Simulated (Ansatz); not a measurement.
**Crystal structures of carbon under revPBE**

These are results of DFT, revPBE, plane waves (420 eV) with PAW, scalar-relativistic in Ansatz, not measurements. (PAW data from PBE, frozen cores regenerated.)

Each structure is relaxed within its own symmetry, so a high-lying one may be dynamically unstable. No dispersion correction is added.

| structure | ΔE (meV/atom) | V (Å³/atom) | cell | magnetic state |
| --- | --- | --- | --- | --- |
| graphite | 0 | 13.52 | a = 2.475 Å, c = 10.197 Å (c/a = 4.121) | spin not included |
| diamond | 192 | 5.76 | a = 3.584 Å | spin not included |
| lonsdaleite | 216 | 5.77 | a = 2.521 Å, c = 4.194 Å (c/a = 1.664) | spin not included |
| simple cubic | 2811 | 5.60 | a = 1.775 Å | spin not included |
| bcc | 4368 | 6.79 | a = 2.386 Å | spin not included |
| A15 | 4555 | 7.38 | a = 3.895 Å | spin not included |
| fcc | 4565 | 7.44 | a = 3.099 Å | spin not included |

ΔE counts from graphite.

Differences under about 8 meV lie within the error of the k-point mesh.

This functional, with no dispersion term, lets the cell expand far past the measured one (graphite).
